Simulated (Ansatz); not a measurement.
**Li2S in Ansatz: convergence with smearing width**

The system is Li2S.

```xyz
3
Lattice="0.0000 2.8445 2.8445 2.8445 0.0000 2.8445 2.8445 2.8445 0.0000" Properties=species:S:1:pos:R:3 pbc="T T T"
S     0.0000    0.0000    0.0000
Li    4.2668    4.2668    4.2668
Li    1.4223    1.4223    1.4223
```

- Program: Ansatz 0.2.0
- Task: convergence study
- Functional: LDA
- Potentials or basis: Ansatz PAW
- Cutoff: 420 eV (not typed: the program's choice for these potentials)
- k mesh: 7 × 7 × 7
- Occupations: fermi-dirac, width 0.3 eV
- Spin: no spin polarisation

These are the settings of the first run; the series varies smearing width, with any setting tied to it.

Hardware: 2 threads of Arm Neoverse V1, on a shared host.

| smearing width | energy less the tightest run, at zero smearing (meV/atom) | SCF cycles | CPU time (s) | peak memory (GiB) |
| --- | --- | --- | --- | --- |
| 0.3 eV | 0.40 | 6 | 0.87 | 0.26 |
| 0.2 eV | 0.01 | 6 | 0.84 | 0.26 |
| 0.15 eV | 0.00 | 6 | 0.86 | 0.26 |
| 0.1 eV | 0.00 | 6 | 0.83 | 0.26 |
| 0.05 eV | 0.00 | 6 | 0.83 | 0.26 |
| 0.025 eV | 0.00 | 6 | 0.86 | 0.26 |
| 0.01 eV | 0.00 | 6 | 0.85 | 0.26 |
| 0.005 eV | 0.00 | 6 | 0.86 | 0.26 |

Against the tightest run, the energy stays within 1 meV/atom from 0.3 eV on. The tightest run that finished is the yardstick and may itself not be fully converged.
